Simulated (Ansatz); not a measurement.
InSe: random displacements

These are results of Ansatz, DFT PBE, scalar-relativistic, plane waves, PAW, not measurements. The runs took a 420 eV cutoff, a Γ-centred 12×12×4 mesh and Gaussian smearing (0.15 eV). No spin polarisation. Energies are free energies at this smearing, counted from the undisturbed cell; pressure is positive in compression.

Reference structure (as given, not relaxed at this level):

```
In Se
1.0
     4.05000    0.00000    0.00000
    -2.02500    3.50740    0.00000
     0.00000    0.00000   16.93000
In Se
4 4
Cartesian
  0.0000 2.3383 2.6580
  2.0250 1.1691 11.1230
  0.0000 2.3383 5.8070
  2.0250 1.1691 14.2720
  0.0000 2.3383 10.1919
  2.0250 1.1691 1.7269
  0.0000 2.3383 15.2031
  2.0250 1.1691 6.7381
```

The cell holds layers and no dispersion correction was added, so their binding is poorly described.

The atoms are displaced (Å, in the unstrained cell):

```
atom ux uy uz
 In1   0.063   0.016   0.035
 In2  -0.094  -0.005  -0.119
 In3  -0.087  -0.006   0.107
 In4   0.084  -0.031  -0.064
 Se5  -0.001  -0.016  -0.015
 Se6  -0.057   0.061   0.049
 Se7   0.040  -0.013   0.018
 Se8   0.053  -0.005  -0.010
```

Strain (Voigt, engineering shear): (0.0126, 0.0030, 0.0260, 0.0404, -0.0335, 0.0083).

Question: What are the energy change, the stress and the forces?

Answer: ΔE = 61.0 meV/atom; stress (xx, yy, zz, yz, xz, xy; compression positive) (10.01, 9.66, 0.47, -1.15, 0.15, -0.57) GPa.
| atom | Fx (eV/Å) | Fy | Fz |
| --- | --- | --- | --- |
| In1 | -0.94 | 0.07 | 2.87 |
| In2 | 1.62 | -0.58 | 3.25 |
| In3 | 1.25 | 0.43 | -3.30 |
| In4 | -0.48 | 0.52 | -2.38 |
| Se5 | -1.60 | 0.65 | -2.25 |
| Se6 | 0.85 | -0.02 | -1.87 |
| Se7 | 0.46 | -0.59 | 1.39 |
| Se8 | -1.16 | -0.48 | 2.28 |

Cost: 1 run of about 3.3 core-minutes, on Intel Xeon 6975P-C (Granite Rapids) (shared hosts).